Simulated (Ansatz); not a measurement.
**BaTiO3 in Ansatz: the effect of Hubbard term**

The system is BaTiO3.

```xyz
5
Lattice="3.9998 0.0000 0.0000 0.0000 3.9998 0.0000 0.0000 0.0000 4.0180" Properties=species:S:1:pos:R:3 pbc="T T T"
Ba    0.0000    0.0000    0.0000
Ti    1.9999    1.9999    1.9688
O     0.0000    1.9999    2.0773
O     1.9999    0.0000    2.0773
O     1.9999    1.9999    0.0763
```

Alike in all runs:

```yaml
Program: Ansatz 0.2.0
Task: projected density of states
Functional: PBEsol
Potentials_or_basis: all-electron LAPW, scalar-relativistic
Cutoff: 400 eV (chosen from the basis error)
Basis_error_allowed: 0.002 eV/atom
k_mesh: 7 × 7 × 7
Occupations: fermi-dirac, width 0.05 eV
Spin: no spin polarisation
```

```tsv
Hubbard term	gap on the mesh (eV)	pressure (GPa)	largest force (eV/Å)
none	1.88	-3.8	0.36
Ti d U = 2 eV	2.10	-3.2	0.26
Ti d U = 4 eV	2.34	-2.5	0.16
Ti d U = 6 eV	?	?	?
Ti d U = 8 eV	2.99	-0.8	0.37
```

Problem. What does the run with Hubbard term Ti d U = 6 eV give?

Solution. gap on the mesh 2.64 eV; pressure -1.7 GPa; largest force 0.21 eV/Å.

Worked out: A parabola through the other rows of the gap on the mesh, of slope 0.161 eV per eV there, gives 2.65 eV, against the run's 2.64. A parabola through the other rows of the pressure, of slope 0.425 GPa per eV there, gives -1.7 GPa, against the run's -1.7. A parabola through the other rows of the largest force, of slope 0.046 eV/Å per eV there, gives 0.23 eV/Å, against the run's 0.21.

Caveats: spin-orbit coupling is left out, which moves the levels of the heavy elements; the mesh misses the band edges, which the band path finds closer together; U is the effective U less J, on atomic orbitals that reach past the spheres (some runs).
